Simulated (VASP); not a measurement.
A run of VASP 6.6.1:

Contents of INCAR:

```
SYSTEM = P
PREC = Accurate
ENCUT = 600
EDIFF = 1E-7
ISMEAR = 0
SIGMA = 0.1
LREAL = .False.
LASPH = .True.
NELM = 100
ALGO = Normal
ISIF = 3
LWAVE = .False.
LCHARG = .False.
GGA = PE
IBRION = 2
NSW = 90
EDIFFG = -0.04
```

File KPOINTS:

```
regular mesh
0
Gamma
  6 6 6
  0 0 0
```

The input POSCAR:

```
P
1.0
    0.0000000000      3.3756413433      2.6620331297
    2.9509320105      0.0000000000      2.6620331297
    2.9509320105      3.3756413433      0.0000000000
P
3
Direct
    0.6656156985      0.3139521121      0.6860478879
    0.3139521121      0.6656156985      0.3343843015
    0.8537621894      0.8537621894      0.1462378106
```

Potentials or basis: VASP PAW PBE potentials, release 64 (P).

Command:

```sh
$ cat potpaw_PBE.64/P/POTCAR > POTCAR
$ mpirun -np 1 vasp_std > vasp.out
```

Hardware: 1 thread of AMD EPYC 7R13 Processor (Zen 3) (shared host).

Problem. How long does it take, and how much memory?

Solution. It took 23 min on 1 thread of AMD EPYC 7R13 Processor (Zen 3), with other jobs on the host, peak memory 0.18 GiB. Counts: scf iterations 617, k points 46, ion steps 71.
